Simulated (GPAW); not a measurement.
# TePb (Fm-3m) in GPAW: settings compared, part 2 of 3

GPAW 26.7.0.

## 3. Band structure, vdW-DF-cx, spin-orbit coupling, no magnetisation

run.py

```python
import numpy as np
import spglib
from ase import Atoms
from ase.dft.bandgap import bandgap
from ase.io import read, write
from gpaw import GPAW, PW
from gpaw.spinorbit import soc_eigenstates

atoms = read('TePb.cif')
cell, positions, numbers = spglib.find_primitive(
    (atoms.cell[:], atoms.get_scaled_positions(), atoms.numbers), symprec=1e-4)
atoms = Atoms(numbers, cell=cell, scaled_positions=positions, pbc=True)

calc = GPAW(mode=PW(600),
            xc={'name': 'vdW-DF-cx', 'backend': 'libvdwxc'},
            kpts={'size': (6, 6, 6), 'gamma': True},
            occupations={'name': 'fermi-dirac', 'width': 0.05},
            nbands=19,
            convergence={'density': 1e-05, 'energy': 1e-05},
            maxiter=150,
            txt='gpaw.txt')
atoms.calc = calc
energy = atoms.get_potential_energy()
forces = atoms.get_forces()
calc.write('gs.gpw')
write('result.traj', atoms)
print(f'Energy: {energy:.6f} eV')
print('Forces (eV/A):')
print(forces.round(4))
print('Fermi level:', round(calc.get_fermi_level(), 4), 'eV')
print(f'Gap: {bandgap(calc)[0]:.4f} eV, direct: {bandgap(calc, direct=True)[0]:.4f} eV')

path = atoms.cell.bandpath('GXWKGLUWLK,UX', npoints=80, eps=1e-4)
bs_calc = calc.fixed_density(kpts=path, symmetry='off', nbands=32,
                             convergence={'bands': 'CBM+6.0', 'eigenstates': 1e-6}, txt='bands.txt')
bs = bs_calc.band_structure()
bs.write('bs.json')
print(f'Gap on the path: {bandgap(bs_calc)[0]:.4f} eV')

soc = soc_eigenstates(bs_calc, theta=0, phi=0)
np.savetxt('soc_bands.dat', soc.eigenvalues(), fmt='%.4f')
mesh = soc_eigenstates('gs.gpw', theta=0, phi=0)
np.savetxt('soc_mesh.dat', mesh.eigenvalues(), fmt='%.4f')
print('Fermi level with spin-orbit coupling:', round(mesh.fermi_level, 4), 'eV')
```

TePb.cif

```cif
data_TePb
_cell_length_a 6.46200000
_cell_length_b 6.46200000
_cell_length_c 6.46200000
_cell_angle_alpha 90.00000000
_cell_angle_beta 90.00000000
_cell_angle_gamma 90.00000000
_space_group_name_H-M_alt 'Fm-3m'
_space_group_name_Hall '-F 4 2 3'
_space_group_IT_number 225
loop_
_space_group_symop_operation_xyz
'x,y,z'
'-x,-y,-z'
'-y,x,z'
'y,-x,-z'
'-x,-y,z'
'x,y,-z'
'y,-x,z'
'-y,x,-z'
'x,-y,-z'
'-x,y,z'
'-y,-x,-z'
'y,x,z'
'-x,y,-z'
'x,-y,z'
'y,x,-z'
'-y,-x,z'
'z,x,y'
'-z,-x,-y'
'z,-y,x'
'-z,y,-x'
'z,-x,-y'
'-z,x,y'
'z,y,-x'
'-z,-y,x'
'-z,x,-y'
'z,-x,y'
'-z,-y,-x'
'z,y,x'
'-z,-x,y'
'z,x,-y'
'-z,y,x'
'z,-y,-x'
'y,z,x'
'-y,-z,-x'
'x,z,-y'
'-x,-z,y'
'-y,z,-x'
'y,-z,x'
'-x,z,y'
'x,-z,-y'
'-y,-z,x'
'y,z,-x'
'-x,-z,-y'
'x,z,y'
'y,-z,-x'
'-y,z,x'
'x,-z,y'
'-x,z,-y'
'x,y+1/2,z+1/2'
'-x,-y+1/2,-z+1/2'
'-y,x+1/2,z+1/2'
[... 62 lines left out ...]
'-z+1/2,-x,-y+1/2'
'z+1/2,-y,x+1/2'
'-z+1/2,y,-x+1/2'
'z+1/2,-x,-y+1/2'
'-z+1/2,x,y+1/2'
'z+1/2,y,-x+1/2'
'-z+1/2,-y,x+1/2'
'-z+1/2,x,-y+1/2'
'z+1/2,-x,y+1/2'
'-z+1/2,-y,-x+1/2'
'z+1/2,y,x+1/2'
'-z+1/2,-x,y+1/2'
'z+1/2,x,-y+1/2'
'-z+1/2,y,x+1/2'
'z+1/2,-y,-x+1/2'
'y+1/2,z,x+1/2'
'-y+1/2,-z,-x+1/2'
'x+1/2,z,-y+1/2'
'-x+1/2,-z,y+1/2'
'-y+1/2,z,-x+1/2'
'y+1/2,-z,x+1/2'
'-x+1/2,z,y+1/2'
'x+1/2,-z,-y+1/2'
'-y+1/2,-z,x+1/2'
'y+1/2,z,-x+1/2'
'-x+1/2,-z,-y+1/2'
'x+1/2,z,y+1/2'
'y+1/2,-z,-x+1/2'
'-y+1/2,z,x+1/2'
'x+1/2,-z,y+1/2'
'-x+1/2,z,-y+1/2'
'x+1/2,y+1/2,z'
'-x+1/2,-y+1/2,-z'
'-y+1/2,x+1/2,z'
'y+1/2,-x+1/2,-z'
'-x+1/2,-y+1/2,z'
'x+1/2,y+1/2,-z'
'y+1/2,-x+1/2,z'
'-y+1/2,x+1/2,-z'
'x+1/2,-y+1/2,-z'
'-x+1/2,y+1/2,z'
'-y+1/2,-x+1/2,-z'
'y+1/2,x+1/2,z'
'-x+1/2,y+1/2,-z'
'x+1/2,-y+1/2,z'
'y+1/2,x+1/2,-z'
'-y+1/2,-x+1/2,z'
'z+1/2,x+1/2,y'
'-z+1/2,-x+1/2,-y'
'z+1/2,-y+1/2,x'
'-z+1/2,y+1/2,-x'
'z+1/2,-x+1/2,-y'
'-z+1/2,x+1/2,y'
'z+1/2,y+1/2,-x'
'-z+1/2,-y+1/2,x'
'-z+1/2,x+1/2,-y'
'z+1/2,-x+1/2,y'
'-z+1/2,-y+1/2,-x'
'z+1/2,y+1/2,x'
'-z+1/2,-x+1/2,y'
'z+1/2,x+1/2,-y'
'-z+1/2,y+1/2,x'
'z+1/2,-y+1/2,-x'
'y+1/2,z+1/2,x'
'-y+1/2,-z+1/2,-x'
'x+1/2,z+1/2,-y'
'-x+1/2,-z+1/2,y'
'-y+1/2,z+1/2,-x'
'y+1/2,-z+1/2,x'
'-x+1/2,z+1/2,y'
'x+1/2,-z+1/2,-y'
'-y+1/2,-z+1/2,x'
'y+1/2,z+1/2,-x'
'-x+1/2,-z+1/2,-y'
'x+1/2,z+1/2,y'
'y+1/2,-z+1/2,-x'
'-y+1/2,z+1/2,x'
'x+1/2,-z+1/2,y'
'-x+1/2,z+1/2,-y'
loop_
_atom_site_label
_atom_site_type_symbol
_atom_site_symmetry_multiplicity
_atom_site_Wyckoff_symbol
_atom_site_fract_x
_atom_site_fract_y
_atom_site_fract_z
_atom_site_occupancy
Pb1 Pb 4 a 0.0000000000 0.0000000000 0.0000000000 1
Te1 Te 4 b 0.5000000000 0.0000000000 0.0000000000 1
```

Potentials or basis: GPAW PAW data sets (gpaw-data 1.2.1), pw.

Started as:

```sh
OMP_NUM_THREADS=1 python run.py
```

gpaw.txt:

```text
__  _  _
 | _ |_)|_||  |
 |__||  | ||/\| - 26.7.0

Input parameters:
  mode=PW(ecut=600.0),
  convergence={'density': 1e-05, 'energy': 1e-05},
  kpts=MonkhorstPack(size=(6, 6, 6), gamma=True),
  maxiter=150,
  nbands=19,
  occupations=Occupations(name='fermi-dirac', width=0.05),
  xc=XC(name='vdW-DF-cx', backend='libvdwxc')

Diagonalizing LCAO Hamiltonian
Converting LCAO to pw mode

                 Te

       Pb

Atoms  # Å, Bohr magnetons
|   | symbol |        x |        y |        z |    initial magnetic moments |
|---|--------|----------|----------|----------|-----------------------------|
| 0 |     Pb | 0.000000 | 0.000000 | 0.000000 | ( 0.0000,  0.0000,  0.0000) |
| 1 |     Te | 3.231000 | 3.231000 | 3.231000 | ( 0.0000,  0.0000,  0.0000) |

Unit cell  # Å
| periodic |        x |        y |        z |  lengths |    angles |
|----------|----------|----------|----------|----------|-----------|
|      yes | 0.000000 | 3.231000 | 3.231000 | 4.569324 | 60.000000 |
|      yes | 3.231000 | 0.000000 | 3.231000 | 4.569324 | 60.000000 |
|      yes | 3.231000 | 3.231000 | 0.000000 | 4.569324 | 60.000000 |

Number of symmetries: 48
[... 199 lines left out ...]

Converged in 9 steps
Energy contributions relative to reference atoms: (reference = -752065.146798)

Energy contributions:
  Kinetic:          18.274999
  Coulomb:         -18.200822
  Zero:             -0.263244
  External:          0.000000
  Xc:              163.010891
  Entropy:          -0.000039
  Spinorbit:         0.000000
  ----------------------------
  Free energy:     162.821786
  Extrapolated:    162.821805

dipole moment: (-27.179947, -27.179947, -27.179947)  # |e|*Ang

Fermi level: 5.937
Eigenvalues  # (at kpt = [0.000, 0.000, 0.000])
| band index |      eig [eV] | occ [0-2] |
|------------|---------------|-----------|
|          0 |       -11.228 |     2.000 |
|        ... |               |           |
|          2 |       -11.214 |     2.000 |
|          3 |       -11.214 |     2.000 |
|          4 |       -11.214 |     2.000 |
|          5 |        -6.412 |     2.000 |
|          6 |         0.078 |     2.000 |
|          7 |         4.215 |     2.000 |
[... 9 lines left out ...]
|         17 |        13.197 |     0.000 |
|         18 |        13.631 |     0.000 |

Gap: 0.662 eV
Transition (v -> c):
  (s=0, k=15, n=9, [0.50, 0.50, 0.50]) -> (s=0, k=15, n=10, [0.50, 0.50, 0.50])
No difference between direct/indirect transitions

Forces  # eV/Ang
|       x |        y |        z |
|---------|----------|----------|
| 0.00000 | -0.00000 | -0.00000 |  # Pb   0
| 0.00000 |  0.00000 |  0.00000 |  # Te   1

# Writing to gs.gpw (mode='')
```

stdout:

```text
Energy: 162.821805 eV
Forces (eV/A):
[[ 0. -0. -0.]
 [ 0.  0.  0.]]
Fermi level: 5.9371 eV
Gap: 0.6624 eV, direct: 0.6624 eV
Gap on the path: 0.6624 eV
Fermi level with spin-orbit coupling: 5.6406 eV
```

bands.txt:

```text
Diagonalizing LCAO Hamiltonian
Converting LCAO to pw mode
convergence criteria:
- Maximum integral of absolute [eigenst]ate change: 1e-06 eV^2 / valence electron
maximum number of iterations: 150

SCF iterations
|iter     | |      energy | eigst |  dens |
|---------|-|-------------|-------|-------|
[... 87 lines left out ...]
         [0.41666667, 0.41666667, 0.66666667],
         [0.40277778, 0.40277778, 0.69444444],
         [0.38888889, 0.38888889, 0.72222222],
         [0.375     , 0.375     , 0.75      ],
         [0.625     , 0.25      , 0.625     ],
         [0.59375   , 0.1875    , 0.59375   ],
         [0.5625    , 0.125     , 0.5625    ],
         [0.53125   , 0.0625    , 0.53125   ],
         [0.5       , 0.        , 0.5       ]])),
  maxiter=150,
  nbands=32,
  occupations=Occupations(name='fermi-dirac', width=0.05),
  symmetry=Symmetry(point_group=False, time_reversal=False),
  xc=XC(name='vdW-DF-cx', backend='libvdwxc')
```

Wall time 72 s (1 thread of AMD EPYC 7B13 (Zen 3), shared host); peak memory 0.38 GiB.

Results:

| Item | Value |
| --- | --- |
| Free energy | 162.8218 eV |
| Band gap on the k mesh | 0.18 eV, indirect (least direct gap 0.35 eV) |
| Band gap along the path | 0.15 eV, indirect (least direct gap 0.31 eV) |

Levels at the corners of the path, in eV from the valence-band top:
```csv
point,band 17,band 18,band 19,band 20,band 21,band 22,band 23,band 24
Γ,-0.91,-0.91,-0.91,-0.91,2.28,2.29,4.92,4.92
X,-3.26,-3.26,-2.40,-2.40,3.29,3.29,4.35,4.35
W,-3.78,-3.78,-0.32,-0.32,1.48,1.48,5.20,5.20
K,-2.63,-2.63,-1.81,-1.81,2.95,2.95,4.16,4.16
Γ,-0.91,-0.91,-0.91,-0.91,2.28,2.29,4.92,4.92
L,-0.59,-0.59,-0.26,-0.26,0.16,0.16,1.38,1.38
U,-2.63,-2.63,-1.81,-1.81,2.95,2.95,4.16,4.16
W,-3.78,-3.78,-0.32,-0.32,1.48,1.48,5.20,5.20
L,-0.59,-0.59,-0.26,-0.26,0.16,0.16,1.38,1.38
K,-2.63,-2.63,-1.81,-1.81,2.95,2.95,4.16,4.16
U,-2.63,-2.63,-1.81,-1.81,2.95,2.95,4.16,4.16
X,-3.26,-3.26,-2.40,-2.40,3.29,3.29,4.35,4.35
```

Caveat: spin-orbit coupling was added after a scalar SCF, so levels and gaps hold it while energy, forces, pressure and moments don't; this program's spin-orbit splittings come out too wide for heavy elements; the PAW data sets were made with another functional, which shifts forces and pressure a little.

## 4. Band structure, WC, spin-orbit coupling, no magnetisation

run.py: that of step 3 with these lines changed.

```diff
@@ -1,16 +1,14 @@
 import numpy as np
-import spglib
-from ase import Atoms
 from ase.dft.bandgap import bandgap
 from ase.io import read, write
-from gpaw import GPAW, PW
+from ase.units import GPa
+from gpaw import GPAW, PW, setup_paths
 from gpaw.spinorbit import soc_eigenstates
 
+setup_paths.insert(0, '.')
+
 atoms = read('TePb.cif')
-cell, positions, numbers = spglib.find_primitive(
-    (atoms.cell[:], atoms.get_scaled_positions(), atoms.numbers), symprec=1e-4)
-atoms = Atoms(numbers, cell=cell, scaled_positions=positions, pbc=True)
 
 calc = GPAW(mode=PW(600),
-            xc={'name': 'vdW-DF-cx', 'backend': 'libvdwxc'},
+            xc='WC',
             kpts={'size': (6, 6, 6), 'gamma': True},
@@ -24,2 +22,3 @@
 forces = atoms.get_forces()
+stress = atoms.get_stress()
 calc.write('gs.gpw')
@@ -29,2 +28,3 @@
 print(forces.round(4))
+print('Stress (GPa):', (stress / GPa).round(3))
 print('Fermi level:', round(calc.get_fermi_level(), 4), 'eV')
@@ -32,3 +32,3 @@
 
-path = atoms.cell.bandpath('GXWKGLUWLK,UX', npoints=80, eps=1e-4)
+path = atoms.cell.bandpath('GXWKGLUWLK,UX', npoints=60, eps=1e-4)
 bs_calc = calc.fixed_density(kpts=path, symmetry='off', nbands=32,
```

TePb.cif

```cif
data_TePb
_cell_length_a 4.56932402
_cell_length_b 4.56932402
_cell_length_c 4.56932402
_cell_angle_alpha 60.00000000
_cell_angle_beta 60.00000000
_cell_angle_gamma 60.00000000
_space_group_name_H-M_alt 'P1'
_space_group_name_Hall 'P 1'
_space_group_IT_number 1
loop_
_space_group_symop_operation_xyz
'x,y,z'
loop_
_atom_site_label
_atom_site_type_symbol
_atom_site_symmetry_multiplicity
_atom_site_Wyckoff_symbol
_atom_site_fract_x
_atom_site_fract_y
_atom_site_fract_z
_atom_site_occupancy
Pb1 Pb 1 a 0.0000000000 0.0000000000 0.0000000000 1
Te1 Te 1 a 0.5000000000 0.5000000000 0.5000000000 1
```

Potentials or basis: PAW data sets generated in the run's folder for this functional, pw.

Started as:

```sh
gpaw-setup -f WC Pb Te
OMP_NUM_THREADS=1 python run.py
```

gpaw.txt:

```text
__  _  _
 | _ |_)|_||  |
 |__||  | ||/\| - 26.7.0

Input parameters:
  mode=PW(ecut=600.0),
  convergence={'density': 1e-05, 'energy': 1e-05},
  kpts=MonkhorstPack(size=(6, 6, 6), gamma=True),
  maxiter=150,
  nbands=19,
  occupations=Occupations(name='fermi-dirac', width=0.05),
  xc=XC(name='WC')

Diagonalizing LCAO Hamiltonian
Converting LCAO to pw mode

                    Te

       Pb

Atoms  # Å, Bohr magnetons
|   | symbol |        x |        y |        z |    initial magnetic moments |
|---|--------|----------|----------|----------|-----------------------------|
| 0 |     Pb | 0.000000 | 0.000000 | 0.000000 | ( 0.0000,  0.0000,  0.0000) |
| 1 |     Te | 4.569324 | 2.638100 | 1.865419 | ( 0.0000,  0.0000,  0.0000) |

Unit cell  # Å
| periodic |        x |        y |        z |  lengths |    angles |
|----------|----------|----------|----------|----------|-----------|
|      yes | 4.569324 | 0.000000 | 0.000000 | 4.569324 | 60.000000 |
|      yes | 2.284662 | 3.957151 | 0.000000 | 4.569324 | 60.000000 |
|      yes | 2.284662 | 1.319050 | 3.730837 | 4.569324 | 60.000000 |

Number of symmetries: 48
Symmetry operations  # r_c * U_cc + t_c -> r_c
|    | kind |            matrix            |
|----|------|------------------------------|
|  0 |  σ   |  1, 0, 0,  1, 0,-1,  1,-1, 0 |
|  1 |  C2  |  1, 0, 0,  1,-1, 0,  1, 0,-1 |
|  2 |  E   |  1, 0, 0,  0, 1, 0,  0, 0, 1 |
|  3 |  σ   |  1, 0, 0,  0, 0, 1,  0, 1, 0 |
|  4 |  C4  |  1, 0,-1,  1, 0, 0,  1,-1, 0 |
|  5 |  S6  |  1, 0,-1,  1,-1, 0,  1, 0, 0 |
|  6 |  σ   |  1, 0,-1,  0, 1,-1,  0, 0,-1 |
|  7 |  C3  |  1, 0,-1,  0, 0,-1,  0, 1,-1 |
|  8 |  S6  |  1,-1, 0,  1, 0, 0,  1, 0,-1 |
|  9 |  C4  |  1,-1, 0,  1, 0,-1,  1, 0, 0 |
| 10 |  C3  |  1,-1, 0,  0,-1, 1,  0,-1, 0 |
| 11 |  σ   |  1,-1, 0,  0,-1, 0,  0,-1, 1 |
| 12 |  σ   |  0, 1, 0,  1, 0, 0,  0, 0, 1 |
| 13 |  C4  |  0, 1, 0,  0, 1,-1, -1, 1, 0 |
| 14 |  C3  |  0, 1, 0,  0, 0, 1,  1, 0, 0 |
| 15 |  S6  |  0, 1, 0, -1, 1, 0,  0, 1,-1 |
| 16 |  C2  |  0, 1,-1,  1, 0,-1,  0, 0,-1 |
| 17 |  σ   |  0, 1,-1,  0, 1, 0, -1, 1, 0 |
| 18 |  S4  |  0, 1,-1,  0, 0,-1,  1, 0,-1 |
| 19 |  C4  |  0, 1,-1, -1, 1, 0,  0, 1, 0 |
| 20 |  C3  |  0, 0, 1,  1, 0, 0,  0, 1, 0 |
| 21 |  σ   |  0, 0, 1,  0, 1, 0,  1, 0, 0 |
| 22 |  S6  |  0, 0, 1,  0,-1, 1, -1, 0, 1 |
| 23 |  C4  |  0, 0, 1, -1, 0, 1,  0,-1, 1 |
| 24 |  S4  |  0, 0,-1,  1, 0,-1,  0, 1,-1 |
| 25 |  C3  |  0, 0,-1,  0, 1,-1,  1, 0,-1 |
| 26 |  C2  |  0, 0,-1,  0,-1, 0, -1, 0, 0 |
| 27 |  S6  |  0, 0,-1, -1, 0, 0,  0,-1, 0 |
| 28 |  S4  |  0,-1, 1,  1,-1, 0,  0,-1, 0 |
[... 106 lines left out ...]
    | kind |    occ | energy [eV] | rcut [Å] |
    |------|--------|-------------|----------|
    |   5s |  2.000 |     -15.141 |    1.180 |
    |   5p |  4.000 |      -5.970 |    1.196 |
    |    s |        |      12.070 |    1.180 |
    |    p |        |      21.241 |    1.196 |
    |    d |        |       0.000 |    1.238 |

    Using partial waves for Te as LCAO basis

Reference energy: -752007.869913  # eV

eigensolver:
  PPCG
  Converge bands: occupied
  niter=2

density mixing:
  MSR1-Mixer
  Pratt-step length: 0.05
  Maximum mixing coefficient: 0.75
  Old densities: 10
  SVD Regularization: 0.005
  Good broyden scale: 1.0
  Trust region scale: 1.0
  Backstep threshold: 4.0
  History deletion threshold: 6.0
  Fourier metric: weight=20.0, sigma=0.015

occupation numbers:
  Fermi-Dirac:
    width: 0.0500  # eV

poisson solver:
  ecut: 4800.0  # eV

xc functional:
  name: WC with 2 nearest neighbor stencil

convergence criteria:
- Maximum integral of absolute [dens]ity change: 1e-05 electrons / valence electron
- Maximum [total energy] change in last 3 cyles: 1e-05 eV / valence electron
- Maximum integral of absolute [eigenst]ate change: 4e-08 eV^2 / valence electron
maximum number of iterations: 150

SCF iterations
|iter     | |      energy | eigst |  dens |
|---------|-|-------------|-------|-------|
|iter:   1| |   -8.604334 | -0.15 |       |
|iter:   2| |   -8.584345 | -1.99 | -1.38 |
|iter:   3| |   -8.498596 | -2.21 | -1.43 |
|iter:   4| |   -8.498376 | -3.90 | -2.02 |
|iter:   5| |   -8.498433 | -4.62 | -2.50 |
|iter:   6| |   -8.498439c| -5.92 | -3.35 |
|iter:   7| |   -8.498440c| -7.03 | -4.02 |
|iter:   8| |   -8.498440c| -7.73c| -4.63 |
|iter:   9| |   -8.498440c| -8.15c| -5.57c|

Converged in 9 steps
Energy contributions relative to reference atoms: (reference = -752007.869913)

Energy contributions:
  Kinetic:          15.735167
  Coulomb:         -16.596378
  Zero:              0.126789
  External:          0.000000
  Xc:               -7.763989
  Entropy:          -0.000056
  Spinorbit:         0.000000
  ----------------------------
  Free energy:      -8.498468
  Extrapolated:     -8.498440

dipole moment: (-38.690836, -22.338165, -15.795468)  # |e|*Ang

Fermi level: 5.812
Eigenvalues  # (at kpt = [0.000, 0.000, 0.000])
| band index |      eig [eV] | occ [0-2] |
|------------|---------------|-----------|
|          0 |       -11.142 |     2.000 |
|        ... |               |           |
|          2 |       -11.126 |     2.000 |
|          3 |       -11.126 |     2.000 |
|          4 |       -11.126 |     2.000 |
|          5 |        -6.538 |     2.000 |
|          6 |        -0.089 |     2.000 |
|          7 |         4.132 |     2.000 |
[... 9 lines left out ...]
|         17 |        12.972 |     0.000 |
|         18 |        13.544 |     0.000 |

Gap: 0.620 eV
Transition (v -> c):
  (s=0, k=15, n=9, [0.50, 0.50, 0.50]) -> (s=0, k=15, n=10, [0.50, 0.50, 0.50])
No difference between direct/indirect transitions

Forces  # eV/Ang
|        x |        y |        z |
|----------|----------|----------|
| -0.00000 |  0.00000 | -0.00000 |  # Pb   0
|  0.00000 | -0.00000 |  0.00000 |  # Te   1

Stress tensor  # eV/Ang^3
|         x |         y |        z |
|-----------|-----------|----------|
|  0.003979 | -0.000000 | 0.000000 |
| -0.000000 |  0.003979 | 0.000000 |
|  0.000000 | -0.000000 | 0.003979 |

# Writing to gs.gpw (mode='')
```

stdout:

```text
Energy: -8.498440 eV
Forces (eV/A):
[[-0.  0. -0.]
 [ 0. -0.  0.]]
Stress (GPa): [ 0.637  0.637  0.637  0.     0.    -0.   ]
Fermi level: 5.8116 eV
Gap: 0.6195 eV, direct: 0.6195 eV
Gap on the path: 0.6195 eV
Fermi level with spin-orbit coupling: 5.5479 eV
```

Run time: 59 s. Hardware: 1 thread of AMD EPYC 7B13 (Zen 3), shared host; peak memory 0.31 GiB.

Results:

- Free energy: -8.4985 eV
- Pressure: -0.6 GPa
- Band gap on the k mesh: 0.17 eV, indirect (least direct gap 0.38 eV)
- Band gap along the path: 0.12 eV, indirect (least direct gap 0.36 eV)

Levels at the corners of the path, in eV from the valence-band top:
| point | band 17 | band 18 | band 19 | band 20 | band 21 | band 22 | band 23 | band 24 |
| --- | --- | --- | --- | --- | --- | --- | --- | --- |
| Γ | -0.91 | -0.91 | -0.91 | -0.91 | 2.24 | 2.26 | 4.90 | 4.90 |
| X | -3.27 | -3.27 | -2.41 | -2.41 | 3.25 | 3.25 | 4.32 | 4.32 |
| W | -3.80 | -3.80 | -0.32 | -0.32 | 1.43 | 1.43 | 5.16 | 5.16 |
| K | -2.65 | -2.65 | -1.82 | -1.82 | 2.92 | 2.92 | 4.13 | 4.13 |
| Γ | -0.91 | -0.91 | -0.91 | -0.91 | 2.24 | 2.26 | 4.90 | 4.90 |
| L | -0.57 | -0.57 | -0.31 | -0.31 | 0.14 | 0.14 | 1.32 | 1.32 |
| U | -2.65 | -2.65 | -1.82 | -1.82 | 2.92 | 2.92 | 4.13 | 4.13 |
| W | -3.80 | -3.80 | -0.32 | -0.32 | 1.43 | 1.43 | 5.16 | 5.16 |
| L | -0.57 | -0.57 | -0.31 | -0.31 | 0.14 | 0.14 | 1.32 | 1.32 |
| K | -2.65 | -2.65 | -1.82 | -1.82 | 2.92 | 2.92 | 4.13 | 4.13 |
| U | -2.65 | -2.65 | -1.82 | -1.82 | 2.92 | 2.92 | 4.13 | 4.13 |
| X | -3.27 | -3.27 | -2.41 | -2.41 | 3.25 | 3.25 | 4.32 | 4.32 |

Caveat: spin-orbit coupling was added after a scalar SCF, so levels and gaps hold it while energy, forces, pressure and moments don't; this program's spin-orbit splittings come out too wide for heavy elements.

[end of part 2 of 3]
